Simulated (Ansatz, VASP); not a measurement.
# Two plane-wave programs on Bi

Contents of INCAR:

```
SYSTEM = Bi
  PREC = Accurate
  ENCUT = 520
  EDIFF = 1E-7
  ISMEAR = -1
  SIGMA = 0.05
  LREAL = .False.
  LASPH = .True.
  NELM = 80
  ALGO = Fast
  ISIF = 2
  LWAVE = .False.
  LCHARG = .True.
  GGA = PS
  LELF = .True.
  LVHAR = .True.
  NBANDS = 22
```

Contents of KPOINTS:

```
Automatic mesh
0
Gamma
  7 7 4
  0 0 0
```

File POSCAR:

```
Bi
1.0
    3.2383762460      0.0161918812      0.0000000000
    0.0161082166      3.2216433200      0.0000000000
   -0.0804548793     -0.0004022744      6.4438887882
Bi
2
Direct
    0.5442472500      0.0000000000      0.7495778900
    0.4557527500      0.0000000000      0.2504221100
```

File input.yaml:

```yaml
crystal:
  lattice:
    - [3.238376246, 0.0161918812, 0.0]
    - [0.0161082166, 3.22164332, 0.0]
    - [-0.0804548793, -0.0004022744, 6.4438887882]
  atoms:
    - { symbol: Bi, position: [0.54424725, 0.0, 0.74957789] }
    - { symbol: Bi, position: [0.45575275, 0.0, 0.25042211] }
hamiltonian:
  xc: pbesol
  pseudopotentials: { kind: paw }
kpoints:
  mp_grid: { grid: [7, 7, 4] }
  band_path:
    path:
      - [[0.0, 0.0, -0.5], [0.0, 0.0, 0.0], [0.0, 0.5, 0.0]]
      - [[0.0, 0.5, -0.5], [0.0, 0.0, 0.0], [0.5, 0.0, 0.0]]
      - [[0.5, 0.0, -0.5], [0.0, 0.0, 0.0], [0.5, 0.5, 0.0]]
      - [[0.5, 0.5, -0.5], [0.0, 0.0, 0.0]]
    npoints: 14
scf:
  occupations: { method: fermi_dirac, width: 0.05 }
  n_extra_bands: 6
output:
  forces: true
  stress: true
  eigenvalues: true
  fatbands: true
```

This isn't the form of Bi at room conditions, which is rhombohedral.

Alike in both runs: functional PBEsol; k mesh 7 × 7 × 4; occupations fermi-dirac, width 0.05 eV; no spin polarisation.

|  | VASP | Ansatz |
| --- | --- | --- |
| version | VASP 6.6.1 | Ansatz 0.2.0 |
| potentials or method | VASP PAW PBE potentials, release 64 (Bi_d) | Ansatz PAW |
| plane-wave cutoff (eV) | 520 | 420 |
| valence electrons in the cell | 30 | 30 |
| task | single point | band structure |

|  | VASP | Ansatz | Ansatz less VASP |
| --- | --- | --- | --- |
| gap on the k mesh at the Fermi level (eV) | none | none | - |
| pressure (GPa) | -0.5 | -0.5 | +0.07 |
| largest component of the traceless stress (GPa) | 0.55 | 0.55 | -0.001 |

A gap of «none» marks a metal or a gap that the smearing closes. With one functional, cell and mesh, what is left measures potentials, basis and numerics.

Caveats: spin-orbit coupling is left out, which moves the levels of the heavy elements; the PAW data sets were made with another functional, which shifts forces and pressure a little (VASP); the PAW data sets come from PBE, with cores solved anew for the run's functional, which leaves a small shift of forces and pressure (Ansatz).
